One half of a tungsten crystal is slid rigidly over the other along a ⟨110⟩ direction in a {110} plane. The slip is the fraction of the full slide that restores the crystal. The fault energy is the cost per area of the cut, and the shear traction is its slope, positive where the crystal resists further sliding. The space group named below is that of the undisturbed crystal; every slid cell has a lower symmetry.

W, 4 atoms in the cell, bcc type, space group Im-3m (229), conventional a = 3.184 Å, 16.13 Å³ an atom. Rigid slide of a crystal across a plane by tilting cell vector c, one fault a cell, unrelaxed. Ansatz 0.2.0, plane-wave PAW, scalar-relativistic; functional PBE; no spin polarisation; cutoff 420 eV; k mesh 22×22×7; Gaussian smearing of 0.15 eV; k points shifted by (0, 0, 0) mesh steps; slip vector (1, -1) multiples of cell vectors a and b.

| slip (fraction of the slip vector) | fault energy (mJ/m²) | shear traction (GPa (slope of the fault energy along the slip)) |
| --- | --- | --- |
| 0 | 0 | 0 |
| 0.0833 | 467 | 22.14 |
| 0.1667 | 1269 | 15.45 |
| 0.25 | 1713 | 14.64 |
| 0.3333 | 2724 | 39.76 |
| 0.4167 | 4368 | 40.31 |
| 0.5 | 5210 | 0.01 |

### 1. Where does the slide cost most, and why there?

The cost peaks halfway, at about 5 J/m², three times its value at slip 0.25. In the perfect crystal each atom rests in a hollow between atoms of the next layer. Halfway along this path it sits directly on top of one, only 2.25 Å away, whereas a normal bond measures 2.76 Å. A path that carries atoms over the tops of others is expensive for this reason, and one that passes between them should be cheaper.

### 2. Is there a stable fault on the way?

A stable fault would need a dip in energy, with zero traction at its bottom. The traction does vanish at slip 0.5, but symmetry demands that, and the point is a summit. Between the ends, every computed traction is positive. The curve has only a shoulder between slips 0.1667 and 0.25, where the mean slope is still about 12 GPa. The shoulder appears both in the energies and in the tractions, which come from forces and stresses, so it is not scatter in the energies.

### 3. Does a single sine curve describe the slide?

Frenkel's picture assumes one smooth hill per repeat distance:

$$\gamma(x)=\gamma_{\rm top}\sin^2(\pi x),\qquad \tau(x)=\frac{\pi\gamma_{\rm top}}{L}\sin(2\pi x)$$

Here $\gamma$ is the fault energy, $x$ the slip, $\tau$ the traction and $L=\sqrt2\times3.184$ Å $=4.50$ Å the full slide. With the computed top of 5.21 J/m², the greatest traction should be $\pi\times5.21/(4.50\times10^{-10})$ Pa, or 36 GPa, at slip 0.25.

The calculation gives 14.64 GPa there, a row that was not used to set the height of the hill. The sine thus places its greatest resistance on the shoulder, where the real curve is comparatively flat. It gives the right order of magnitude for the strength but the wrong shape.

### 4. Why is the second half of the climb so steep?

As the slide proceeds, one atom across the cut comes steadily closer, from 3.18 Å at the start to 2.25 Å at the top. Most of that approach comes early, for the distance is already down to 2.52 Å at slip 0.25. Repulsion can still make the climb late, because it acts between all the atoms that face each other across the cut. A simple model follows six contacts from each atom across the cut and charges each one an energy $A\,e^{-r/s}$, where $r$ is the distance and $A$ and $s$ are fitted constants without separate meaning. Fitted to the four rows from slip 0.25 onwards, it follows the late climb to within about 0.3 J/m². In this model, pairs that draw apart cancel most of what the closing pair costs, in both halves of the climb. The second half is steeper mainly because two further atoms, far away at the start, now draw near as well.

The two earlier slipped rows, left out of the fit because no contact is yet much shorter than a normal bond, show where this model fails. At slip 0.1667 the model gives about 0.5 J/m², but the calculation gives 1.27. So a simple repulsion with these constants does not account for the early resistance. Changes in the directional d bonding of tungsten, as bonds across the cut stretch and turn, are a possible source; this was not tested. The full output of the models follows this text.

### 5. How strongly does the crystal resist at most?

The largest tabulated traction is 40.31 GPa, but the true peak is higher. Between slips 0.3333 and 0.4167 the energy climbs by $4368-2724=1644$ mJ/m² over about 0.375 Å, a mean slope of 44 GPa. Somewhere in that interval the slope must be at least as large as its mean. A finer set of slips would therefore raise the quoted peak without changing the physics.

This is the resistance, at zero temperature, of a perfect crystal whose whole plane slides at once with the layer spacing held fixed. Real tungsten deforms by the motion of dislocations, which usually shift the crystal along ⟨111⟩, so the figure is no yield strength for a tungsten part.

### 6. What would change if the layers could move apart?

The late part of the curve would drop most. With the spacing held fixed, the stresses and forces imply a compression across the cut of about 40 GPa at slip 0.25 and 120 GPa at the top. Treating the gap as a spring with a rough recalled stiffness of 500 GPa suggests a relief of thousands of mJ/m² at the top, and hundreds at slip 0.25. Such a spring is crude at these loads. The computed compression does show that a free spacing would lower the summit; by how much is only a rough estimate.

### 7. Which digits can be trusted?

Removing the effect of the smearing shifts the energies by less than half a per cent on every slipped row. The thickness of the cell is a more serious matter, because only four layers separate one fault from the next. Atoms in the inner layers still feel forces of up to 0.5 eV/Å, so the disturbance reaches the middle of the slab. A general caution that atoms can come far too close in such scans stems from the data makers' tests on other systems; these runs raised no such warning, even with the 2.25 Å contact at the summit. Because the cell is so thin, even the second digit is untested for a single isolated fault, and "about 5 J/m²" is the fair way to quote the rigid summit.

Output of the analysis:

```
fit of fault_energy on 4 rows (r2 < 0.95*b): coefficient of 2*exp((b-r1)/s)+exp((b-r2)/s)+exp((b-r3)/s)+2*exp((b-r4)/s)-2-2*exp((b-a0)/s)-2*exp((b-r40)/s) 9132 +/- 353, s 0.5375; rms 205, worst 0.25 -279, leave-one-out rms 457
  rows outside the fit (model, value, miss): 0.0 2.379e-11, 0, 2.38e-11; 0.0833 120.1, 467, -347; 0.1667 483.7, 1269, -785
fit of fault_energy on 6 rows (slip > 0): coefficient of sin(pi*slip)**2 4471 +/- 37, coefficient of sin(2*pi*slip)**2 -860.5 +/- 35, coefficient of sin(3*pi*slip)**2 763.9 +/- 37; rms 28.1, worst 0.25 44.1, leave-one-out rms 67.6
  rows outside the fit (model, value, miss): 0.0 0, 0, 0
Models and slopes:
     row  Frenkel mJ/m2  Frenkel miss  contact model mJ/m2  mean slope from row before GPa  three-wave traction GPa
     0.0              0             0            2.379e-11                             n/a                        0
  0.0833          348.7        -118.3                120.1                           12.45                    21.19
  0.1667           1303         33.97                483.7                           21.36                    16.62
    0.25           2605           892                 1434                           11.84                    15.21
  0.3333           3907          1183                 2965                           26.96                    37.41
  0.4167           4861         493.3                 4469                           43.78                    41.98
     0.5           5210             0                 5059                           22.45                1.264e-14
Geometry and load:
     row  opening bond Å  closing contact Å  normal compression GPa  rough relief mJ/m2  smearing shift mJ/m2
     0.0           2.757              3.184                  0.0445           0.0004457                     0
  0.0833           2.782               2.93                   12.77                36.7                 1.252
  0.1667           2.857              2.705                   33.99               260.1                 3.788
    0.25           2.978              2.517                   38.49               333.6                 6.087
  0.3333           3.139              2.373                   63.76               915.2                 4.269
  0.4167           3.335              2.282                   103.7                2422                 6.975
     0.5           3.559              2.251                   119.3                3206                 7.975
Top energy over energy at slip 0.25 (ratio): 3.041
Frenkel overshoot at slip 0.3333 (%): 43.43
Top energy by Frenkel from the first step alone (mJ/m2): 6977
Excess of that over the computed top (%): 33.91
Frenkel peak traction from the computed top (GPa): 36.35
Smallest three-wave traction between slips 0.1667 and 0.25 (GPa): 12.77
Largest three-wave traction between slips 0.3333 and 0.4167 (GPa): 45.73
```
